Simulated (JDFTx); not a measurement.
ZnSe (Stilleite), 2 atoms in the cell. The structure is cubic, space group F-43m (No. 216). The conventional cell has a = 5.668 Å, b = 5.668 Å, c = 5.668 Å, α = 90.00°, β = 90.00°, γ = 90.00°. Around Se (site symmetry -43m) lie 4 Zn at 2.45 Å. Around Zn (site symmetry -43m) lie 4 Se at 2.45 Å. 

```yaml
Program: JDFTx 1.7.0 (patched build)
Task: band structure
Functional: r2SCAN
Potentials_or_basis: SG15-PBE-1.2
Cutoff: 1088 eV
Density_cutoff: 8708 eV
k_mesh: 4 × 4 × 4
Occupations: fermi-dirac, width 0.05 eV
Spin: no spin polarisation
Band_ratio_of_the_Davidson_solver: 1.3
Bands: 19
Density_cutoff_over_wavefunction_cutoff: 8
Max_SCF_steps: 30
SCF_threshold_on_the_energy: 1e-06 Ha
Solver_of_the_electrons: minimize
Further_solve_for_the_empty_bands: no
Start: density of an earlier self-consistent run, held fixed
Path: G-X-W-K-G-L-U-W-L-K-U-X
```

Potentials or basis: SG15-PBE-1.2.

The run is started by

```sh
$ jdftx -c 1 -i bands.in -o bands.out
```

Hardware: 1 thread of Arm Neoverse V1, with other jobs on the host.

Q: Estimate the wall time of this run.

A: Wall time 4.2 min on 1 thread of Arm Neoverse V1 (shared host), peak memory 0.13 GiB. Counts: scf iterations 0, bands 19, plane waves 3713.
